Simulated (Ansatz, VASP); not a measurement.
# One calculation of Pt, two programs

```
Pt
1.0
     0.00000    2.02161    2.02161
     2.02161    0.00000    2.02161
     2.02161    2.02161    0.00000
Pt
1
Direct
  0.00000 0.00000 0.00000
```

Alike in both runs: task single point; functional LDA; k mesh 23 × 23 × 23; occupations fermi-dirac, width 0.05 eV; collinear spin.

|  | VASP | Ansatz |
| --- | --- | --- |
| version | VASP 6.6.1 | Ansatz 0.2.0 |
| potentials or method | VASP PAW LDA potentials, release 64 (Pt) | plane waves (420 eV) with PAW, scalar-relativistic |
| plane-wave cutoff (eV) | 520 | 420 |
| valence electrons in the cell | 10 | 18 |

|  | VASP | Ansatz | Ansatz less VASP |
| --- | --- | --- | --- |
| pressure (GPa) | -25.1 | -25.5 | -0.47 |
| net moment per atom (μB) | 0.00 | 0.00 | -0.001 |

The two sets of potentials don't hold the same shells in valence. Ansatz warned: «pseudo_functional_mismatch».

Caveats: so large a pressure means that the cell lies far from this level's equilibrium, or that cutoff or potentials fall short (VASP). The runs have no spin-orbit coupling, so splittings on Pt are missing.
